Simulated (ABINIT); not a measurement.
HfN, 2 atoms in the cell. The structure is cubic, space group Fm-3m (No. 225). The conventional cell has a = 4.512 Å, b = 4.512 Å, c = 4.512 Å, α = 90.00°, β = 90.00°, γ = 90.00°. Hf (site symmetry m-3m) is surrounded by 6 N at 2.26 Å. N (site symmetry m-3m) has 6 Hf at 2.26 Å as nearest neighbours. 

* Program: ABINIT 10.8.3 (patched build)
* Task: band structure
* Functional: SOGGA
* Potentials or basis: JTH PAW PBE v2.0
* Cutoff: 707 eV
* k mesh: 10 × 10 × 10
* Occupations: fermi-dirac, width 0.05 eV
* Spin: spin-orbit coupling, no magnetisation
* Fine-grid cutoff: 1306.15 eV
* Exchange and correlation inside the PAW spheres: full angular mesh (pawxcdev 0, this build's default; the released program takes 1)

Potentials or basis: JTH PAW PBE v2.0.

Launch:

```sh
$ abinit run.abi > log 2>&1
```

Hardware: 1 thread of Arm Neoverse V1, on a shared host.

Q: How long does it take, and how much memory?

A: It took 5.6 min on 1 thread of Arm Neoverse V1 (shared host), peak memory 0.21 GiB. Counts: scf iterations 23, mpi ranks 1, k points 55, bands 26, plane waves 994.
